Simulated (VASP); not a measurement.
# AlN (P6_3/mmc) in VASP: further runs, part 2 of 2

VASP 6.6.1. The steps go on from the part before.

### 6 Single point, PBEsol

File INCAR:

```
PREC     = Accurate       # precision mode
ENCUT    = 550            # plane-wave cutoff, eV
EDIFF    = 1E-4           # SCF threshold, eV
ISMEAR   = 0              # smearing method
SIGMA    = 0.05           # smearing width, eV
LREAL    = False          # projectors in reciprocal space
LASPH    = True           # aspherical terms in the spheres
NELM     = 100            # most SCF steps
ALGO     = Normal         # electronic algorithm
ISIF     = 2              # what is computed and relaxed
LWAVE    = False          # write WAVECAR
LCHARG   = False          # write CHGCAR
GGA      = PS             # functional
ADDGRID  = False
```

File KPOINTS:

```
regular mesh
0
Gamma
  10 10 7
```

File POSCAR:

```
AlN
1.0
    3.3121157418      0.0000000000      0.0000000000
   -1.6560578709      2.8683763727      0.0000000000
    0.0000000000      0.0000000000      4.1875630000
Al N
2 2
Direct
    0.6666666667      0.3333333333      0.2500000000
    0.3333333333      0.6666666667      0.7500000000
    0.6666666667      0.3333333333      0.7500000000
    0.3333333333      0.6666666667      0.2500000000
```

Potentials or basis: VASP PAW PBE potentials, release 64 (Al, N).

On the command line:

```
$ cat potpaw_PBE.64/Al/POTCAR potpaw_PBE.64/N/POTCAR > POTCAR
$ mpirun -np 1 vasp_std > vasp.out
```

OUTCAR:

```text
PREC = Accurate
   ENCUT = 550
   EDIFF = 1E-4
   ISMEAR = 0
   LREAL = False
   LASPH = True
   NELM = 100
   ISIF = 2
   GGA = PS

 Found     56 irreducible k-points:

 Following reciprocal coordinates:
            Coordinates               Weight
  0.000000  0.000000  0.000000      1.000000
  0.100000 -0.000000  0.000000      6.000000
  0.200000 -0.000000  0.000000      6.000000
  0.300000 -0.000000  0.000000      6.000000
[... 170 lines left out ...]

  FORCE on cell =-STRESS in cart. coord.  units (eV):
  Direction    XX          YY          ZZ          XY          YZ          ZX
  --------------------------------------------------------------------------------------
  -------------------------------------------------------------------------------------
  Total       -0.8403972     -0.8403972     -1.0568941      0.0000000      0.0000000      0.0000000
  in kB      -33.8448192    -33.8448192    -42.5636708      0.0000000      0.0000000      0.0000000
  external PRESSURE =     -36.7511031 kB  Pullay stress =       0.0000000 kB

 VOLUME and BASIS-vectors are now :
 -----------------------------------------------------------------------------
  energy-cutoff  :      550.00
  volume of cell :       39.78
      direct lattice vectors                 reciprocal lattice vectors
     3.312115742  0.000000000  0.000000000     0.301921816  0.174314642  0.000000000
    -1.656057871  2.868376373  0.000000000     0.000000000  0.348629284  0.000000000
     0.000000000  0.000000000  4.187563000     0.000000000  0.000000000  0.238802377

 POSITION                                       TOTAL-FORCE (eV/Angst)
 -----------------------------------------------------------------------------------
      1.65606      0.95613      1.04689        -0.000000      0.000000      0.000000
     -0.00000      1.91225      3.14067         0.000000      0.000000      0.000000
      1.65606      0.95613      3.14067         0.000000      0.000000      0.000000
     -0.00000      1.91225      1.04689        -0.000000     -0.000000      0.000000
 -----------------------------------------------------------------------------------
    total drift:                               -0.000000     -0.000000     -0.000000

  FREE ENERGIE OF THE ION-ELECTRON SYSTEM (eV)
  ---------------------------------------------------
  free  energy   TOTEN  =       -30.9379753031 eV

  energy  without entropy=      -30.9379753031  energy(sigma->0) =      -30.93797530
```

OSZICAR:

```text
N       E                     dE             d eps       ncg     rms          rms(c)
DAV:   1     0.551025359017E+02    0.55103E+02   -0.79766E+03  1344   0.126E+03
DAV:   2    -0.311612933512E+02   -0.86264E+02   -0.78831E+02  2008   0.234E+02
DAV:   3    -0.350999951301E+02   -0.39387E+01   -0.39211E+01  1744   0.545E+01
DAV:   4    -0.351343996752E+02   -0.34405E-01   -0.34395E-01  1564   0.571E+00
DAV:   5    -0.351349413827E+02   -0.54171E-03   -0.54168E-03  1716   0.724E-01    0.112E+01
DAV:   6    -0.310180582987E+02    0.41169E+01   -0.14059E+01  1632   0.288E+01    0.401E+00
DAV:   7    -0.309771510884E+02    0.40907E-01   -0.63176E-01  1516   0.617E+00    0.272E+00
DAV:   8    -0.309424190653E+02    0.34732E-01   -0.86228E-02  1552   0.302E+00    0.527E-01
DAV:   9    -0.309377668936E+02    0.46522E-02   -0.17873E-02  1696   0.104E+00    0.249E-01
DAV:  10    -0.309380423430E+02   -0.27545E-03   -0.13659E-03  1524   0.301E-01    0.160E-01
DAV:  11    -0.309379753031E+02    0.67040E-04   -0.13926E-04   864   0.103E-01
   1 F= -.30937975E+02 E0= -.30937975E+02  d E =-.588110E-11
```

stdout:

```text
POSCAR found type information on POSCAR AlN
 POSCAR found :  2 types and       4 ions
 scaLAPACK will be used
 -----------------------------------------------------------------------------
|                                                                             |
|                                                                             |
|     You enforced a specific xc type in the INCAR file but a different       |
|     I HOPE YOU KNOW WHAT YOU ARE DOING!                                     |
|                                                                             |
 -----------------------------------------------------------------------------

 LDA part: xc-table for (Slater+PW92), standard interpolation
 POSCAR, INCAR and KPOINTS ok, starting setup
 FFT: planning ... GRIDC
 FFT: planning ... GRID_SOFT
 FFT: planning ... GRID
 WAVECAR not read
 entering main loop
```

Run time: 9.6 s. Hardware: 1 thread of Intel Xeon 6975P-C (Granite Rapids), shared host; peak memory 0.17 GiB.

The run converged, but some of its settings lie outside the range that counts as converged, so its numbers aren't taken as properties of the crystal.

Results:

| Property | Result |
| --- | --- |
| Free energy | -30.9380 eV |
| Pressure | -3.7 GPa |
| Band gap on the k mesh | 3.19 eV, direct |

Caveat: the PAW data sets were made with another functional, which shifts forces and pressure a little; an odd mesh through Γ misses points on the zone boundary, where band edges often lie.

### 7 For comparison

An earlier run on the cell as given: functional PBE; potentials or basis VASP PAW PBE potentials, release 64 (Al, N); cutoff 520 eV; k mesh 9 × 9 × 7; occupations fermi-dirac, width 0.05 eV; no spin polarisation.

- Pressure: 0.0 GPa
- Band gap on the k mesh: 3.27 eV, direct
